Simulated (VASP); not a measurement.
# CdS in VASP: one cell, several levels of theory, part 2 of 2

VASP 6.6.1, plane waves, PAW. The steps go on from the part before.

## (3) r2SCAN

The input, INCAR:

```
ENCUT = 520.000000
SIGMA = 0.010000
EDIFF = 1.00e-07
ALGO = Normal
METAGGA = R2SCAN
PREC = Accurate
IBRION = -1
ISIF = 2
ISMEAR = 0
NBANDS = 16
NELM = 120
NSW = 0
LASPH = .TRUE.
LCHARG = .FALSE.
LWAVE = .FALSE.
LREAL = .FALSE.
```

The input, KPOINTS:

```
KPOINTS created by Atomic Simulation Environment
0
Gamma
8 8 8
0 0 0
```

The input, KPOINTS_OPT:

```
special points
6
Reciprocal
0.0000000000 0.0000000000 0.0000000000 1
-0.5000000000 -0.5000000000 0.0000000000 1
-0.3750000000 -0.3750000000 0.2500000000 1
-0.3750000000 0.0000000000 0.3750000000 1
0.0000000000 0.0000000000 0.5000000000 1
-0.5000000000 -0.2500000000 0.2500000000 1
```

The input, POSCAR:

```
Cd S
 1.0000000000000000
     0.0000000000000000    2.9098226945999999    2.9816746224999999
     2.9098226945999999    0.0000000000000000    2.9816746224999999
     2.9098226945999999    2.9098226945999999    0.0000000000000000
 Cd  S
   1   1
Cartesian
  0.0000000000000000  0.0000000000000000  0.0000000000000000
  1.4549113472999999  1.4549113472999999  1.4908373112500000
```

Run with:

```bash
> mpirun -np 1 vasp_std
```

Printed to the terminal (iteration lines stand in OSZICAR):

```text
POSCAR found type information on POSCAR CdS
 POSCAR found :  2 types and       2 ions
 -----------------------------------------------------------------------------
|                                                                             |
|                                                                             |
|     You enforced a specific xc type in the INCAR file but a different       |
|     I HOPE YOU KNOW WHAT YOU ARE DOING!                                     |
|                                                                             |
 -----------------------------------------------------------------------------

 LDA part: xc-table for (None), standard interpolation
 POSCAR, INCAR and KPOINTS ok, starting setup
 FFT: planning ... GRIDC
 FFT: planning ... GRID_SOFT
 FFT: planning ... GRID
 WAVECAR not read
 entering main loop
 Start KPOINTS_OPT (optional k-point list driver)
k-point batch [1-6\6]
```

OSZICAR:

```text
N       E                     dE             d eps       ncg     rms          rms(c)
DAV:   1     0.839288557372E+02    0.83929E+02   -0.92494E+03  1920   0.105E+03
DAV:   2    -0.304704159596E+02   -0.11440E+03   -0.10789E+03  2272   0.259E+02
DAV:   3    -0.348495094191E+02   -0.43791E+01   -0.43704E+01  2360   0.533E+01
DAV:   4    -0.348750019588E+02   -0.25493E-01   -0.25490E-01  2408   0.399E+00
DAV:   5    -0.348753283563E+02   -0.32640E-03   -0.32639E-03  2360   0.423E-01    0.753E+00
DAV:   6    -0.296981797323E+02    0.51771E+01   -0.31668E+00  2016   0.262E+01    0.882E+00
DAV:   7    -0.296656862870E+02    0.32493E-01   -0.29228E-01  2456   0.548E+00    0.539E+00
DAV:   8    -0.296798437353E+02   -0.14157E-01   -0.60857E-02  2312   0.273E+00    0.121E+00
DAV:   9    -0.296837550574E+02   -0.39113E-02   -0.58332E-03  2488   0.654E-01    0.178E-01
DAV:  10    -0.296839824687E+02   -0.22741E-03   -0.22892E-03  2384   0.484E-01    0.165E-01
DAV:  11    -0.296839242734E+02    0.58195E-04   -0.14404E-04  2232   0.174E-01    0.972E-02
DAV:  12    -0.296839035101E+02    0.20763E-04   -0.17121E-04  2312   0.147E-01    0.412E-02
DAV:  13    -0.296839024268E+02    0.10832E-05   -0.38357E-06  2352   0.268E-02    0.631E-03
DAV:  14    -0.296839021053E+02    0.32148E-06   -0.29648E-07  2336   0.576E-03    0.198E-03
DAV:  15    -0.296839020624E+02    0.42955E-07   -0.31359E-08  1392   0.143E-03
   1 F= -.29683902E+02 E0= -.29683902E+02  d E =-.231607E-18
       N       E                     dE             ncg
DAV:   1     0.135944331450E+04   -0.30018E+04      192
DAV:   2     0.631485555033E+03   -0.72796E+03      232
DAV:   3     0.604772414994E+03   -0.26713E+02      256
DAV:   4     0.604633661608E+03   -0.13875E+00      224
DAV:   5     0.604631860237E+03   -0.18014E-02      264
DAV:   6     0.604631826302E+03   -0.33935E-04      232
DAV:   7     0.604631825501E+03   -0.80098E-06      248
DAV:   8     0.604631825481E+03   -0.19136E-07      208
```

OUTCAR, selected sections:

```text
k-points           NKPTS =     59   k-points in BZ     NKDIM =     59   number of bands    NBANDS=     16

   NELECT =      18.0000    total number of electrons

   dimension x,y,z NGX =    32 NGY =   32 NGZ =   32
   dimension x,y,z NGXF=    64 NGYF=   64 NGZF=   64

  energy-cutoff  :      520.00
  volume of cell :       50.49
      direct lattice vectors                 reciprocal lattice vectors
     0.000000000  2.909822695  2.981674622    -0.171831775  0.171831775  0.167691000
     2.909822695  0.000000000  2.981674622     0.171831775 -0.171831775  0.167691000
     2.909822695  2.909822695  0.000000000     0.171831775  0.171831775 -0.167691000

 k-points in reciprocal lattice and weights: KPOINTS created by Atomic Simulation Env
   0.00000000  0.00000000  0.00000000       0.002
   0.12500000  0.00000000  0.00000000       0.016
   0.25000000  0.00000000  0.00000000       0.016
   0.37500000 -0.00000000  0.00000000       0.016
   0.50000000  0.00000000  0.00000000       0.008
   0.12500000  0.12500000  0.00000000       0.004
   0.25000000  0.12500000  0.00000000       0.016
   0.37500000  0.12500000  0.00000000       0.016
[... 51 more k-points ...]

 E-fermi :   0.9822

 k-point     1 :       0.0000    0.0000    0.0000
  band No.  band energies     occupation
      1     -11.8646      2.00000
      2      -7.0144      2.00000
      3      -6.9991      2.00000
      4      -6.9991      2.00000
      5      -6.5202      2.00000
      6      -6.5126      2.00000
      7       0.8485      2.00000
      8       0.9254      2.00000
      9       0.9254      2.00000
     10       2.4508      0.00000
     11       7.9825      0.00000
     12       7.9827      0.00000
     13       7.9827      0.00000
     14      12.6425      0.00000
     15      12.8107      0.00000
     16      13.0578      0.00000

 k-point     2 :       0.1250    0.0000    0.0000
  band No.  band energies     occupation
      1     -11.8043      2.00000
      2      -6.9881      2.00000
      3      -6.9764      2.00000
      4      -6.9458      2.00000
      5      -6.5200      2.00000
      6      -6.5144      2.00000
      7      -0.0705      2.00000
      8       0.7517      2.00000
      9       0.8098      2.00000
     10       3.2485      0.00000
     11       7.6772      0.00000
     12       8.1772      0.00000
     13       8.1935      0.00000
     14      12.1010      0.00000
     15      12.3853      0.00000
     16      13.3564      0.00000

 k-point     3 :       0.2500    0.0000    0.0000
  band No.  band energies     occupation
      1     -11.6580      2.00000
      2      -6.9389      2.00000
      3      -6.9264      2.00000
      4      -6.7477      2.00000
      5      -6.5119      2.00000
      6      -6.5113      2.00000
      7      -1.5503      2.00000
      8       0.4716      2.00000
      9       0.5483      2.00000
     10       4.0896      0.00000
     11       7.6164      0.00000
     12       8.4365      0.00000
     13       8.5245      0.00000
     14      11.9456      0.00000
     15      12.0749      0.00000
     16      12.6426      0.00000

 k-point     4 :       0.3750   -0.0000    0.0000
  band No.  band energies     occupation
      1     -11.5117      2.00000
      2      -6.9013      2.00000
      3      -6.8862      2.00000
      4      -6.4966      2.00000
      5      -6.4908      2.00000
      6      -6.3919      2.00000
      7      -2.8574      2.00000
      8       0.2118      2.00000
      9       0.3059      2.00000
     10       4.3351      0.00000
     11       8.2443      0.00000
     12       8.4311      0.00000
     13       8.5427      0.00000
     14      12.2445      0.00000
     15      12.9180      0.00000
     16      12.9911      0.00000

 k-point     5 :       0.5000    0.0000    0.0000
  band No.  band energies     occupation
      1     -11.4516      2.00000
      2      -6.8896      2.00000
      3      -6.8732      2.00000
      4      -6.4856      2.00000
      5      -6.4751      2.00000
      6      -6.1464      2.00000
      7      -3.4543      2.00000
      8       0.1085      2.00000
      9       0.2097      2.00000
     10       4.3426      0.00000
     11       8.2896      0.00000
     12       8.4794      0.00000
     13       8.7507      0.00000
     14      12.4093      0.00000
     15      13.9739      0.00000
     16      14.1070      0.00000

 k-point     6 :       0.1250    0.1250    0.0000
  band No.  band energies     occupation
      1     -11.7863      2.00000
      2      -6.9657      2.00000
      3      -6.9549      2.00000
      4      -6.9549      2.00000
      5      -6.5362      2.00000
      6      -6.5013      2.00000
      7      -0.1053      2.00000
      8       0.6114      2.00000
      9       0.6114      2.00000
     10       3.5086      0.00000
     11       7.2960      0.00000
     12       8.4520      0.00000
     13       8.4520      0.00000
     14      10.9844      0.00000
     15      13.1578      0.00000
     16      13.9581      0.00000

 k-point     7 :       0.2500    0.1250    0.0000
  band No.  band energies     occupation
      1     -11.6703      2.00000
      2      -6.9307      2.00000
      3      -6.9020      2.00000
      4      -6.8128      2.00000
      5      -6.5397      2.00000
      6      -6.4913      2.00000
      7      -1.1762      2.00000
      8       0.3034      2.00000
      9       0.3209      2.00000
     10       4.3530      0.00000
     11       7.0063      0.00000
     12       8.5702      0.00000
     13       8.9140      0.00000
     14      10.7007      0.00000
     15      12.9635      0.00000
     16      14.1075      0.00000

 k-point     8 :       0.3750    0.1250    0.0000
  band No.  band energies     occupation
      1     -11.5245      2.00000
      2      -6.8937      2.00000
      3      -6.8562      2.00000
      4      -6.5784      2.00000
      5      -6.4807      2.00000
      6      -6.4458      2.00000
      7      -2.4356      2.00000
      8      -0.0578      2.00000
      9       0.0704      2.00000
     10       4.8566      0.00000
     11       7.3566      0.00000
     12       8.4128      0.00000
     13       9.0397      0.00000
     14      11.6884      0.00000
     15      13.4342      0.00000
     16      13.4827      0.00000

[... the tables of k-points 9 to 59 left out ...]

  Total        0.2475585      0.2475585      0.1015241      0.0000000      0.0000000      0.0000000
  in kB        7.8553420      7.8553420      3.2214871      0.0000000      0.0000000      0.0000000
  external PRESSURE =       6.3107237 kB  Pullay stress =       0.0000000 kB

 POSITION                                       TOTAL-FORCE (eV/Angst)
 -----------------------------------------------------------------------------------
      0.00000      0.00000      0.00000        -0.000000     -0.000000      0.000000
      1.45491      1.45491      1.49084         0.000000      0.000000     -0.000000
 -----------------------------------------------------------------------------------
    total drift:                               -0.000003     -0.000003     -0.000008

  FREE ENERGIE OF THE ION-ELECTRON SYSTEM (eV)
  ---------------------------------------------------
  free  energy   TOTEN  =       -29.6839020624 eV

  energy  without entropy=      -29.6839020624  energy(sigma->0) =      -29.68390206
```

Hardware: 1 MPI rank of Intel Xeon Platinum 8488C, shared host.

The levels at the points of KPOINTS_OPT are read from vasprun.xml.

Band energies at the special points (eV, zero at the top of v, the last band that the electrons fill by count):

```csv
point,v−1,v,c,c+1
Γ,0.00,0.00,1.53,7.06
X,-1.82,-1.82,3.91,4.85
U,-2.55,-1.47,4.68,5.90
K,-2.54,-1.57,4.53,5.78
L,-0.82,-0.72,3.42,7.36
W,-2.26,-2.21,5.74,5.89
```

r2SCAN gives a direct gap of 1.53 eV at Γ. The pressure is 0.63 GPa; the forces vanish within 0.01 eV/Å.

## (4) Results

This closing draws on all 2 parts.

```
 level  gap (eV)  pressure (GPa)  Ansatz: gap (eV)  Ansatz: pressure (GPa)
   PBE      1.09            2.05              1.08                    1.72
r2SCAN      1.53            0.63              1.53                    0.32
```

**Reading.** The gap runs from 1.09 eV (PBE) to 1.53 eV (r2SCAN). The pressure is highest with PBE (2.0 GPa) and lowest with r2SCAN (0.6 GPa), which orders the cells that they would relax to. The two programs agree on the gap within 0.01 eV, far less than the spread between functionals. Datasets and cutoffs are each program's own. VASP's cell holds 18 valence electrons and Ansatz's 26.
